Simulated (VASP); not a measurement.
HfC:

```
Hf C
1.0
     0.00000    2.32500    2.32500
     2.32500    0.00000    2.32500
     2.32500    2.32500    0.00000
Hf C
1 1
Cartesian
  2.3250 2.3250 2.3250
  0.0000 0.0000 0.0000
```

Program: VASP 6.6.1. Alike in all runs: task band structure; potentials or basis VASP PAW PBE potentials, release 64 (Hf_pv, C); cell as given; cutoff (eV) 520; smearing fermi-dirac 0.05 eV.

**Question.** Order these runs on this cell by their pressure, lowest first.
A. level revPBE; spin off; k mesh 10 × 10 × 10
B. level PBEsol; spin SOC, no magnetisation; k mesh 7 × 7 × 7
C. level PW91; spin off; k mesh 10 × 10 × 10

**Answer.** B (-7.1 GPa), C (0.3 GPa), A (2.5 GPa).

Caveats: the PAW data sets were made with another functional, which shifts forces and pressure a little.
